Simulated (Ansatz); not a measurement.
Write an ASE script for Ansatz 0.2.0 that does the following.

```
Task                : ladder of functionals
Functional          : PBEsol
Potentials or basis : Ansatz PAW large core
Cutoff              : 500 eV
Density cutoff      : 2000 eV
k mesh              : 12 × 12 × 12
Occupations         : fermi-dirac, width 0.1 eV
Spin                : collinear spin, ferromagnetic start
Starting moments    : [0.5] μB
Driver              : chain
```

The structure of Tc lies in Tc.cif:

```cif
data_Tc
_cell_length_a 3.90000000
_cell_length_b 3.90000000
_cell_length_c 3.90000000
_cell_angle_alpha 90.00000000
_cell_angle_beta 90.00000000
_cell_angle_gamma 90.00000000
_space_group_name_H-M_alt 'Fm-3m'
_space_group_name_Hall '-F 4 2 3'
_space_group_IT_number 225
loop_
_space_group_symop_operation_xyz
'x,y,z'
'-x,-y,-z'
'-y,x,z'
'y,-x,-z'
'-x,-y,z'
'x,y,-z'
'y,-x,z'
'-y,x,-z'
'x,-y,-z'
'-x,y,z'
'-y,-x,-z'
'y,x,z'
'-x,y,-z'
'x,-y,z'
'y,x,-z'
'-y,-x,z'
'z,x,y'
'-z,-x,-y'
'z,-y,x'
'-z,y,-x'
'z,-x,-y'
'-z,x,y'
'z,y,-x'
'-z,-y,x'
'-z,x,-y'
'z,-x,y'
'-z,-y,-x'
'z,y,x'
'-z,-x,y'
'z,x,-y'
'-z,y,x'
'z,-y,-x'
'y,z,x'
'-y,-z,-x'
'x,z,-y'
'-x,-z,y'
'-y,z,-x'
'y,-z,x'
'-x,z,y'
'x,-z,-y'
'-y,-z,x'
'y,z,-x'
'-x,-z,-y'
'x,z,y'
'y,-z,-x'
'-y,z,x'
'x,-z,y'
'-x,z,-y'
'x,y+1/2,z+1/2'
'-x,-y+1/2,-z+1/2'
'-y,x+1/2,z+1/2'
'y,-x+1/2,-z+1/2'
'-x,-y+1/2,z+1/2'
'x,y+1/2,-z+1/2'
'y,-x+1/2,z+1/2'
'-y,x+1/2,-z+1/2'
'x,-y+1/2,-z+1/2'
'-x,y+1/2,z+1/2'
'-y,-x+1/2,-z+1/2'
'y,x+1/2,z+1/2'
'-x,y+1/2,-z+1/2'
'x,-y+1/2,z+1/2'
'y,x+1/2,-z+1/2'
'-y,-x+1/2,z+1/2'
'z,x+1/2,y+1/2'
'-z,-x+1/2,-y+1/2'
'z,-y+1/2,x+1/2'
'-z,y+1/2,-x+1/2'
'z,-x+1/2,-y+1/2'
'-z,x+1/2,y+1/2'
'z,y+1/2,-x+1/2'
'-z,-y+1/2,x+1/2'
'-z,x+1/2,-y+1/2'
'z,-x+1/2,y+1/2'
'-z,-y+1/2,-x+1/2'
'z,y+1/2,x+1/2'
'-z,-x+1/2,y+1/2'
'z,x+1/2,-y+1/2'
'-z,y+1/2,x+1/2'
'z,-y+1/2,-x+1/2'
'y,z+1/2,x+1/2'
'-y,-z+1/2,-x+1/2'
'x,z+1/2,-y+1/2'
'-x,-z+1/2,y+1/2'
'-y,z+1/2,-x+1/2'
'y,-z+1/2,x+1/2'
'-x,z+1/2,y+1/2'
'x,-z+1/2,-y+1/2'
'-y,-z+1/2,x+1/2'
'y,z+1/2,-x+1/2'
'-x,-z+1/2,-y+1/2'
'x,z+1/2,y+1/2'
'y,-z+1/2,-x+1/2'
'-y,z+1/2,x+1/2'
'x,-z+1/2,y+1/2'
'-x,z+1/2,-y+1/2'
'x+1/2,y,z+1/2'
'-x+1/2,-y,-z+1/2'
'-y+1/2,x,z+1/2'
'y+1/2,-x,-z+1/2'
'-x+1/2,-y,z+1/2'
'x+1/2,y,-z+1/2'
'y+1/2,-x,z+1/2'
'-y+1/2,x,-z+1/2'
'x+1/2,-y,-z+1/2'
'-x+1/2,y,z+1/2'
'-y+1/2,-x,-z+1/2'
'y+1/2,x,z+1/2'
'-x+1/2,y,-z+1/2'
'x+1/2,-y,z+1/2'
'y+1/2,x,-z+1/2'
'-y+1/2,-x,z+1/2'
'z+1/2,x,y+1/2'
'-z+1/2,-x,-y+1/2'
'z+1/2,-y,x+1/2'
'-z+1/2,y,-x+1/2'
'z+1/2,-x,-y+1/2'
'-z+1/2,x,y+1/2'
'z+1/2,y,-x+1/2'
'-z+1/2,-y,x+1/2'
'-z+1/2,x,-y+1/2'
'z+1/2,-x,y+1/2'
'-z+1/2,-y,-x+1/2'
'z+1/2,y,x+1/2'
'-z+1/2,-x,y+1/2'
'z+1/2,x,-y+1/2'
'-z+1/2,y,x+1/2'
'z+1/2,-y,-x+1/2'
'y+1/2,z,x+1/2'
'-y+1/2,-z,-x+1/2'
'x+1/2,z,-y+1/2'
'-x+1/2,-z,y+1/2'
'-y+1/2,z,-x+1/2'
'y+1/2,-z,x+1/2'
'-x+1/2,z,y+1/2'
'x+1/2,-z,-y+1/2'
'-y+1/2,-z,x+1/2'
'y+1/2,z,-x+1/2'
'-x+1/2,-z,-y+1/2'
'x+1/2,z,y+1/2'
'y+1/2,-z,-x+1/2'
'-y+1/2,z,x+1/2'
'x+1/2,-z,y+1/2'
'-x+1/2,z,-y+1/2'
'x+1/2,y+1/2,z'
'-x+1/2,-y+1/2,-z'
'-y+1/2,x+1/2,z'
'y+1/2,-x+1/2,-z'
'-x+1/2,-y+1/2,z'
'x+1/2,y+1/2,-z'
'y+1/2,-x+1/2,z'
'-y+1/2,x+1/2,-z'
'x+1/2,-y+1/2,-z'
'-x+1/2,y+1/2,z'
'-y+1/2,-x+1/2,-z'
'y+1/2,x+1/2,z'
'-x+1/2,y+1/2,-z'
'x+1/2,-y+1/2,z'
'y+1/2,x+1/2,-z'
'-y+1/2,-x+1/2,z'
'z+1/2,x+1/2,y'
'-z+1/2,-x+1/2,-y'
'z+1/2,-y+1/2,x'
'-z+1/2,y+1/2,-x'
'z+1/2,-x+1/2,-y'
'-z+1/2,x+1/2,y'
'z+1/2,y+1/2,-x'
'-z+1/2,-y+1/2,x'
'-z+1/2,x+1/2,-y'
'z+1/2,-x+1/2,y'
'-z+1/2,-y+1/2,-x'
'z+1/2,y+1/2,x'
'-z+1/2,-x+1/2,y'
'z+1/2,x+1/2,-y'
'-z+1/2,y+1/2,x'
'z+1/2,-y+1/2,-x'
'y+1/2,z+1/2,x'
'-y+1/2,-z+1/2,-x'
'x+1/2,z+1/2,-y'
'-x+1/2,-z+1/2,y'
'-y+1/2,z+1/2,-x'
'y+1/2,-z+1/2,x'
'-x+1/2,z+1/2,y'
'x+1/2,-z+1/2,-y'
'-y+1/2,-z+1/2,x'
'y+1/2,z+1/2,-x'
'-x+1/2,-z+1/2,-y'
'x+1/2,z+1/2,y'
'y+1/2,-z+1/2,-x'
'-y+1/2,z+1/2,x'
'x+1/2,-z+1/2,y'
'-x+1/2,z+1/2,-y'
loop_
_atom_site_label
_atom_site_type_symbol
_atom_site_symmetry_multiplicity
_atom_site_Wyckoff_symbol
_atom_site_fract_x
_atom_site_fract_y
_atom_site_fract_z
_atom_site_occupancy
Tc1 Tc 4 a 0.0000000000 0.0000000000 0.0000000000 1
```

This isn't the form of Tc at room conditions, which is hcp.

These files were run (other wordings do the same):

run.py

```python
import json

import ase.io
import numpy as np
import spglib

import ansatz as az

atoms = ase.io.read("Tc.cif")
cell, frac, numbers = spglib.find_primitive((atoms.cell[:], atoms.get_scaled_positions(), atoms.numbers), symprec=1e-5)
atoms = ase.Atoms(numbers, cell=cell, scaled_positions=frac, pbc=True)
atoms.set_initial_magnetic_moments([0.5])

calculation = (
    az.Crystal.from_ase(atoms)
    .calculation()
    .basis(precision="f64")
    .kpoints(12, 12, 12)
    .functional("pbesol")
    .pseudopotentials(kind="paw", core="large")
    .spin("collinear")
    .occupations(method="fermi_dirac", width=0.1)
    .eigensolver(kind="davidson")
    .xc_energy_on_converged_density(("lda", "pbe", "rpbe", "revpbe", "blyp", "r2scan"))
    .forces()
    .stress()
    .band_table(publish=True)
)
outcome = calculation.run(threads=2, events_out="events.jsonl")

report = outcome.report
for line in open("events.jsonl"):
    event = json.loads(line)
    if event["event"] == "scf_iter":
        d = event["data"]
        print(f"SCF {d['iter']:3d}  HF = {d['harris_foulkes_ev']:.6f} eV  dr2 = {d['dr2_ev']:.2e} eV")
    elif event["event"] in ("relax_step", "md_step"):
        d = event["data"]
        print(f"{event['event']} {d['step']:3d}  E = {d['lagrangian_ev']:.6f} eV")
np.set_printoptions(precision=5, suppress=True, linewidth=110)
print("converged:", report["converged"], "after", report["n_iterations"], "iterations")
print(f"free energy {report['free_energy_ev']:.6f} eV, Fermi level {report['fermi_energy_ev']:.4f} eV")
for key in ("band_edges_ev", "magnetization_mub", "site_moments_mub", "site_moments_nc_mub", "forces_ev_ang",
                "stress_gpa"):
    if report.get(key) is not None:
        print(key, np.array(report[key]), sep="\n")
```

Potentials or basis: Ansatz PAW large core.

The run is started by

```bash
$ python run.py
```

It gave:

| Quantity | Value |
| --- | --- |
| Pressure | -15.0 GPa |
| Band gap on the k mesh | none (metal or under the smearing width) |
| Net moment | 0.00 μB per cell |
| Absolute moment | 0.00 μB per cell |

Caveat: so large a pressure means that the cell lies far from this level's equilibrium, or that cutoff or potentials fall short; this set keeps more shells in the core, which shifts pressures and gaps; the starting moments weren't kept.

Wall time 3.3 s on 2 threads of Arm Neoverse V1, on a shared host, peak memory 0.4 GiB.
